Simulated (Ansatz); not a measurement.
Wanted: the native input for an Ansatz 0.2.0 run.

| Item | Value |
| --- | --- |
| Task | relaxation of cell and atoms |
| Functional | PBE |
| Potentials or basis | all-electron LAPW, scalar-relativistic |
| Basis error allowed | 0.002 eV/atom |
| k mesh | 5 × 5 × 5 |
| Occupations | fermi-dirac, width 0.05 eV |
| Spin | collinear spin, ferromagnetic start |
| Starting moments | [1.0, 1.0, 1.0, 1.0, 0.0, 0.0, 0.0, 0.0] μB |

The system is SiNi.

```
CELL_PARAMETERS angstrom
4.50369 0.00000 0.00000
0.00000 4.50369 0.00000
0.00000 0.00000 4.50369
ATOMIC_POSITIONS crystal
Ni 0.14950 0.14950 0.14950
Ni 0.64950 0.35050 0.85050
Ni 0.85050 0.64950 0.35050
Ni 0.35050 0.85050 0.64950
Si 0.84683 0.84683 0.84683
Si 0.34683 0.65317 0.15317
Si 0.15317 0.34683 0.65317
Si 0.65317 0.15317 0.34683
```

The cell is a database's computed one.

The input as run:

input.yaml

```yaml
crystal:
  lattice:
    - [4.503694, 0.0, 0.0]
    - [0.0, 4.503694, 0.0]
    - [0.0, 0.0, 4.503694]
  atoms:
    - { symbol: Ni, position: [0.149504, 0.149504, 0.149504], spin: 1.0 }
    - { symbol: Ni, position: [0.649504, 0.350496, 0.850496], spin: 1.0 }
    - { symbol: Ni, position: [0.850496, 0.649504, 0.350496], spin: 1.0 }
    - { symbol: Ni, position: [0.350496, 0.850496, 0.649504], spin: 1.0 }
    - { symbol: Si, position: [0.84683, 0.84683, 0.84683] }
    - { symbol: Si, position: [0.34683, 0.65317, 0.15317] }
    - { symbol: Si, position: [0.15317, 0.34683, 0.65317] }
    - { symbol: Si, position: [0.65317, 0.15317, 0.34683] }
kpoints:
  mp_grid: { grid: [5, 5, 5] }
scf:
  occupations: { method: fermi_dirac, width: 0.05 }
hamiltonian:
  xc: pbe
  pseudopotentials: { kind: all_electron, lapw: { basis_error: 0.002 } }
magnetization:
  spin_polarized: true
output:
  forces: true
  stress: true
relax:
  f_tol: 0.005
  max_steps: 60
  cell: {}
```

Potentials or basis: all-electron LAPW, scalar-relativistic.

The run is started by

```bash
$ ansatz run input.yaml --threads 4 --pin off --max-ram 14336MiB --backend cpu --events-out ev --progress --plain --runs-dir out
```

It gave:

| Item | Value |
| --- | --- |
| Relaxed volume | 11.53 Å³/atom |
| Relaxed cell | a = 4.518 Å, b = 4.518 Å, c = 4.518 Å, α = 90.00°, β = 90.00°, γ = 90.00° |
| Space group after relaxing (to 0.05 Å) | P2_13 (No. 198) |
| Energy gained by relaxing | 0.7 meV/atom |
| Ionic steps | 5 |
| Pressure after relaxing | 0.0 GPa |
| Largest force after relaxing | 0.004 eV/Å |
| Net moment | 0.00 μB per cell |
| Absolute moment | 0.00 μB per cell |

Caveat: the k mesh is thin for a metal, which can move the energy by tens of meV per atom; the starting moments weren't kept.

Run time: 80 s on 4 threads of AMD EPYC 7R13 Processor (Zen 3) (shared host), peak memory 0.85 GiB.
